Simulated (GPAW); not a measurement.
# CdTe (F-43m) in GPAW: further runs

One crystal, CdTe, is run at these levels: PBE; tasks: single point.

Program: GPAW 26.7.0. These are calculated values, not measurements. Logs are shortened: lines on timing, memory, paths and dates and some standing lists are left out, and cuts for length are marked. The log counts tension as positive stress, the text compression.

**Experimental background.**

From a printed reference work, data compilation, for a bulk crystal of CdTe at 0 K: band gap 1.607 eV.

The results are compared with them further down.

## Step 1: The crystal as given

The structure is cubic, space group F-43m (No. 216). The conventional cell has a = 6.410 Å, b = 6.410 Å, c = 6.410 Å, α = 90.00°, β = 90.00°, γ = 90.00°. Around Te (site symmetry -43m) lie 4 Cd at 2.78 Å. Cd (site symmetry -43m) has 4 Te at 2.78 Å as nearest neighbours.

## Step 2: Single point, PBE

Input file run.py:

```python
from ase import Atoms
from ase.dft.bandgap import bandgap
from ase.io import write
from ase.units import GPa
from gpaw import GPAW, PW

atoms = Atoms(['Te', 'Cd'],
              cell=[[0.0, 3.205, 3.205],
                    [3.205, 0.0, 3.205],
                    [3.205, 3.205, 0.0]],
              scaled_positions=[[0.75, 0.75, 0.75],
                                [0.0, 0.0, 0.0]],
              pbc=True)

calc = GPAW(mode=PW(600),
            xc='PBE',
            kpts={'size': (7, 7, 7), 'gamma': True},
            occupations={'name': 'methfessel-paxton', 'order': 0, 'width': 0.02},
            nbands=18,
            convergence={'density': 1e-05, 'energy': 1e-05},
            maxiter=150,
            txt='gpaw.txt')
atoms.calc = calc
energy = atoms.get_potential_energy()
forces = atoms.get_forces()
stress = atoms.get_stress()
calc.write('gs.gpw')
write('result.traj', atoms)
print(f'Energy: {energy:.6f} eV')
print('Forces (eV/A):')
print(forces.round(4))
print('Stress (GPa):', (stress / GPa).round(3))
print('Fermi level:', round(calc.get_fermi_level(), 4), 'eV')
print(f'Gap: {bandgap(calc)[0]:.4f} eV, direct: {bandgap(calc, direct=True)[0]:.4f} eV')
```

Potentials or basis: GPAW PAW data sets (gpaw-data 1.2.1), pw.

Launch:

```console
$ OMP_NUM_THREADS=1 python run.py
```

gpaw.txt:

```text
__  _  _
 | _ |_)|_||  |
 |__||  | ||/\| - 26.7.0

Input parameters:
  mode=PW(ecut=600.0),
  convergence={'density': 1e-05, 'energy': 1e-05},
  kpts=MonkhorstPack(size=(7, 7, 7), gamma=True),
  maxiter=150,
  nbands=18,
  occupations=Occupations(name='methfessel-paxton', order=0, width=0.02),
  xc=XC(name='PBE')

Diagonalizing LCAO Hamiltonian
Converting LCAO to pw mode

                      Te

       Cd

Atoms  # Å, Bohr magnetons
|   | symbol |        x |        y |        z |    initial magnetic moments |
|---|--------|----------|----------|----------|-----------------------------|
| 0 |     Te | 4.807500 | 4.807500 | 4.807500 | ( 0.0000,  0.0000,  0.0000) |
| 1 |     Cd | 0.000000 | 0.000000 | 0.000000 | ( 0.0000,  0.0000,  0.0000) |

Unit cell  # Å
| periodic |        x |        y |        z |  lengths |    angles |
|----------|----------|----------|----------|----------|-----------|
|      yes | 0.000000 | 3.205000 | 3.205000 | 4.532554 | 60.000000 |
|      yes | 3.205000 | 0.000000 | 3.205000 | 4.532554 | 60.000000 |
|      yes | 3.205000 | 3.205000 | 0.000000 | 4.532554 | 60.000000 |

Number of symmetries: 24
Symmetry operations  # r_c * U_cc + t_c -> r_c
|    | kind |            matrix            |
|----|------|------------------------------|
|  0 |  E   |  1, 0, 0,  0, 1, 0,  0, 0, 1 |
|  1 |  σ   |  1, 0, 0,  0, 0, 1,  0, 1, 0 |
|  2 |  σ   |  1, 0,-1,  0, 1,-1,  0, 0,-1 |
|  3 |  C3  |  1, 0,-1,  0, 0,-1,  0, 1,-1 |
|  4 |  C3  |  1,-1, 0,  0,-1, 1,  0,-1, 0 |
|  5 |  σ   |  1,-1, 0,  0,-1, 0,  0,-1, 1 |
|  6 |  σ   |  0, 1, 0,  1, 0, 0,  0, 0, 1 |
|  7 |  C3  |  0, 1, 0,  0, 0, 1,  1, 0, 0 |
|  8 |  C2  |  0, 1,-1,  1, 0,-1,  0, 0,-1 |
|  9 |  S4  |  0, 1,-1,  0, 0,-1,  1, 0,-1 |
| 10 |  C3  |  0, 0, 1,  1, 0, 0,  0, 1, 0 |
| 11 |  σ   |  0, 0, 1,  0, 1, 0,  1, 0, 0 |
| 12 |  S4  |  0, 0,-1,  1, 0,-1,  0, 1,-1 |
| 13 |  C3  |  0, 0,-1,  0, 1,-1,  1, 0,-1 |
| 14 |  S4  |  0,-1, 1,  1,-1, 0,  0,-1, 0 |
| 15 |  C2  |  0,-1, 1,  0,-1, 0,  1,-1, 0 |
| 16 |  C3  |  0,-1, 0,  1,-1, 0,  0,-1, 1 |
| 17 |  S4  |  0,-1, 0,  0,-1, 1,  1,-1, 0 |
| 18 |  S4  | -1, 1, 0, -1, 0, 1, -1, 0, 0 |
| 19 |  C3  | -1, 1, 0, -1, 0, 0, -1, 0, 1 |
| 20 |  C3  | -1, 0, 1, -1, 1, 0, -1, 0, 0 |
| 21 |  S4  | -1, 0, 1, -1, 0, 0, -1, 1, 0 |
| 22 |  σ   | -1, 0, 0, -1, 1, 0, -1, 0, 1 |
| 23 |  C2  | -1, 0, 0, -1, 0, 1, -1, 1, 0 |

BZ-sampling:
  Number of BZ points: 343
  Number of IBZ points: 20

  Monkhorst-Pack size: [7, 7, 7]
  Monkhorst-Pack shift: [0, 0, 0]

K-points  # in reciprocal-cell coordinates
|     |                                coordinates |     weight |
|-----|--------------------------------------------|------------|
|   0 | (  0.00000000,   0.00000000,   0.00000000) | 0.00291545 |
|   1 | (  0.14285714,   0.14285714,   0.00000000) | 0.01749271 |
|   2 | (  0.14285714,   0.14285714,   0.14285714) | 0.02332362 |
|   3 | (  0.28571429,   0.14285714,   0.14285714) | 0.03498542 |
|   4 | (  0.28571429,   0.28571429,   0.00000000) | 0.01749271 |
|   5 | (  0.28571429,   0.28571429,   0.14285714) | 0.06997085 |
|   6 | (  0.28571429,   0.28571429,   0.28571429) | 0.02332362 |
|   7 | (  0.42857143,  -0.28571429,  -0.28571429) | 0.03498542 |
|   8 | (  0.42857143,   0.28571429,  -0.42857143) | 0.13994169 |
|   9 | (  0.42857143,   0.28571429,  -0.28571429) | 0.06997085 |
| ... |                                            |            |
|  19 | (  0.42857143,   0.42857143,   0.42857143) | 0.02332362 |

Plane wave coefficients: 2213
Cutoff: 600.0 eV

Spin-components: 1 (collinear spins)
Bands:           18
Projectors:      11
Spin-degeneracy: 2
Datatype:        complex128

Parallelization:
  kpt:    1
  domain: 1
  band:   1

Density:
  Valence electrons: 18.0
  Components: 1
  Grid points: [27 27 27]
  Charge: 0.0  # |e|

Potential:
  Grid points: [27 27 27]

species:
  Te:
    name:    Tellurium
    Z:       52.0
    valence: 6
    core:    46
    charge:  0.0  # [|e|]
    compensation charges:
      type: gauss
      rc: 0.36  # [Å]
      lmax: 2
    cutoffs:
      filter: 2.09  # [Å]
      core: 3.17  # [Å]
    projectors
    | kind |    occ | energy [eV] | rcut [Å] |
    |------|--------|-------------|----------|
    |   5s |  2.000 |     -15.089 |    1.180 |
    |   5p |  4.000 |      -5.955 |    1.196 |
    |    s |        |      12.123 |    1.180 |
    |    p |        |      21.256 |    1.196 |
    |    d |        |       0.000 |    1.238 |

    Using partial waves for Te as LCAO basis

  Cd:
    name:    Cadmium
    Z:       48.0
    valence: 12
    core:    36
    charge:  0.0  # [|e|]
    compensation charges:
      type: gauss
      rc: 0.38  # [Å]
      lmax: 2
    cutoffs:
      filter: 2.12  # [Å]
      core: 2.62  # [Å]
    projectors
    | kind |    occ | energy [eV] | rcut [Å] |
    |------|--------|-------------|----------|
    |   5s |  2.000 |      -5.655 |    1.191 |
    |   5p |  0.000 |      -1.186 |    1.228 |
    |   4d | 10.000 |     -11.739 |    1.164 |
    |    s |        |      21.556 |    1.191 |
    |    p |        |      26.026 |    1.228 |
    |    d |        |      15.473 |    1.164 |

    Using partial waves for Cd as LCAO basis

Reference energy: -336963.801770  # eV

eigensolver:
  PPCG
  Converge bands: occupied
  niter=2

density mixing:
  MSR1-Mixer
  Pratt-step length: 0.05
  Maximum mixing coefficient: 0.75
  Old densities: 10
  SVD Regularization: 0.005
  Good broyden scale: 1.0
  Trust region scale: 1.0
  Backstep threshold: 4.0
  History deletion threshold: 6.0
  Fourier metric: weight=20.0, sigma=0.015

occupation numbers:
  Methfessel-Paxton:
    width: 0.0200  # eV
    order: 0

poisson solver:
  ecut: 4800.0  # eV

xc functional:
  name: PBE with 2 nearest neighbor stencil

convergence criteria:
- Maximum integral of absolute [dens]ity change: 1e-05 electrons / valence electron
- Maximum [total energy] change in last 3 cyles: 1e-05 eV / valence electron
- Maximum integral of absolute [eigenst]ate change: 4e-08 eV^2 / valence electron
maximum number of iterations: 150

SCF iterations
|iter     | |      energy | eigst |  dens |
|---------|-|-------------|-------|-------|
|iter:   1| |   -5.224094 | -0.35 |       |
|iter:   2| |   -5.180484 | -2.35 | -1.25 |
|iter:   3| |   -5.012911 | -1.76 | -1.30 |
|iter:   4| |   -5.011878 | -3.30 | -1.78 |
|iter:   5| |   -5.011536 | -3.79 | -2.23 |
|iter:   6| |   -5.011576 | -5.47 | -2.93 |
|iter:   7| |   -5.011580c| -6.69 | -3.55 |
|iter:   8| |   -5.011580c| -7.82c| -4.44 |
|iter:   9| |   -5.011580c| -8.39c| -5.29c|

Converged in 9 steps
Energy contributions relative to reference atoms: (reference = -336963.801770)

Energy contributions:
  Kinetic:          22.188491
  Coulomb:         -20.046600
  Zero:              0.257853
  External:          0.000000
  Xc:               -7.411324
  Entropy:          -0.000000
  Spinorbit:         0.000000
  ----------------------------
  Free energy:      -5.011580
  Extrapolated:     -5.011580

dipole moment: (-16.516115, -16.516115, -16.516115)  # |e|*Ang

Fermi level: 4.434
Eigenvalues  # (at kpt = [0.000, 0.000, 0.000])
| band index |      eig [eV] | occ [0-2] |
|------------|---------------|-----------|
|          0 |        -7.269 |     2.000 |
|          1 |        -4.271 |     2.000 |
|          2 |        -4.271 |     2.000 |
|          3 |        -4.271 |     2.000 |
|          4 |        -3.983 |     2.000 |
|          5 |        -3.983 |     2.000 |
|          6 |         4.087 |     2.000 |
|          7 |         4.087 |     2.000 |
|          8 |         4.087 |     2.000 |
|          9 |         4.958 |     0.000 |
|         10 |         8.660 |     0.000 |
|         11 |         8.660 |     0.000 |
|         12 |         8.660 |     0.000 |
|         13 |        11.599 |     0.000 |
|         14 |        13.622 |     0.000 |
|         15 |        13.622 |     0.000 |
|         16 |        14.187 |     0.000 |
|         17 |        14.187 |     0.000 |

Gap: 0.871 eV
Transition (v -> c):
  (s=0, k=0, n=8, [0.00, 0.00, 0.00]) -> (s=0, k=0, n=9, [0.00, 0.00, 0.00])
No difference between direct/indirect transitions

Forces  # eV/Ang
|        x |        y |        z |
|----------|----------|----------|
| -0.00000 |  0.00000 |  0.00000 |  # Te   0
| -0.00000 | -0.00000 | -0.00000 |  # Cd   1

Stress tensor  # eV/Ang^3
|         x |         y |         z |
|-----------|-----------|-----------|
| -0.023806 |  0.000000 | -0.000000 |
|  0.000000 | -0.023806 |  0.000000 |
| -0.000000 |  0.000000 | -0.023806 |

# Writing to gs.gpw (mode='')
```

Run time: 14 s. Hardware: 1 thread of Arm Neoverse V2, shared host; peak memory 0.17 GiB.

Results:

```yaml
Free_energy: -5.0116 eV
Pressure: 3.8 GPa
Band_gap_on_the_k_mesh: 0.87 eV, direct
```

Caveat: spin-orbit coupling is left out, which moves the levels of the heavy elements.

## Step 3: Single point, PBE

Changes to run.py since step 2:

```diff
@@ -17,3 +17,3 @@
             kpts={'size': (7, 7, 7), 'gamma': True},
-            occupations={'name': 'methfessel-paxton', 'order': 0, 'width': 0.02},
+            occupations={'name': 'methfessel-paxton', 'order': 0, 'width': 0.020999999999999998},
             nbands=18,
```

Potentials or basis: GPAW PAW data sets (gpaw-data 1.2.1), pw.

Launch:

```console
$ OMP_NUM_THREADS=1 python run.py
```

It took 14 s on 1 thread of Arm Neoverse V2, shared host; peak memory 0.17 GiB.

It converged, with:

```
Free energy            : -5.0116 eV
Pressure               : 3.8 GPa
Band gap on the k mesh : 0.87 eV, direct
```

Levels at points of the mesh, in eV from the valence-band top:
| k point | band 7 | band 8 | band 9 | band 10 | band 11 | band 12 |
| --- | --- | --- | --- | --- | --- | --- |
| (0.00, 0.00, 0.00) | 0.00 | 0.00 | 0.00 | 0.87 | 4.57 | 4.57 |

Caveat: spin-orbit coupling is left out, which moves the levels of the heavy elements.

(Continued in part 2 of 2.)
